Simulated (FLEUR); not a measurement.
## How the bulk modulus follows the volume in compounds in the rock salt structure

PBEsol equations of state with FLEUR, all-electron (Γ-centred k meshes with a spacing near 0.25 Å⁻¹, Fermi-Dirac smearing of 0.05 eV, no spin polarisation, no spin-orbit coupling), all in space group Fm-3m. V0 and B0 come from Birch-Murnaghan fits. The cells needn't be the stable forms at room conditions.

```csv
crystal,V0 (Å³/atom),B0 (GPa)
LiF,8.02,75.1
NaF,12.40,48.5
KF,18.68,33.1
NaCl,21.98,25.8
KCl,30.43,18.5
NaI,32.84,17.0
KBr,35.13,15.4
KI,43.01,12.2
```

Problem. How does the stiffness follow the volume along this series?

Solution. From LiF to KI the volume grows from 8.02 to 43.01 Å³ an atom, and the modulus runs between 12.2 (KI) and 75.1 GPa (LiF). A power law B0 ≈ 732 × V0^(-1.08) (GPa, Å³) holds to 3 % (root mean square); KF lies farthest from it (+7 %). Binding weakens with bond length and spreads over more volume, so larger cells are softer; the law holds for these crystals, not for other charges or bonds.
